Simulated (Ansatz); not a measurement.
## Rhenium (simple cubic) across density functionals

All rows: Ansatz, plane waves with scalar-relativistic PAW, 420 eV (500 eV for the SCAN forms), relaxed under each functional, no dispersion correction, no zero-point motion. B₀ comes from uniform scaling at fixed shape; a dash is a value not given.

| functional | V (Å³/atom) | cell | B₀ (GPa) | magnetic state | ΔE to hcp (meV/atom) |
| --- | --- | --- | --- | --- | --- |
| PBE | 17.18 | a = 2.580 Å | 261 | spin not included | 1383 |
| r²SCAN | 16.87 | a = 2.565 Å | 276 | spin not included | 1430 |
| PBEsol | 16.66 | a = 2.554 Å | 283 | spin not included | 1457 |
| LDA | 16.38 | a = 2.539 Å | 295 | spin not included | 1438 |
| revPBE | 17.34 | a = 2.588 Å | 254 | spin not included | 1371 |
| BLYP | 17.93 | a = 2.617 Å | 230 | spin not included | 1084 |

What does RPBE give?

V (Å³/atom): 17.40; cell: a = 2.591 Å; B₀ (GPa): 251; magnetic state: spin not included; ΔE to hcp (meV/atom): 1367.
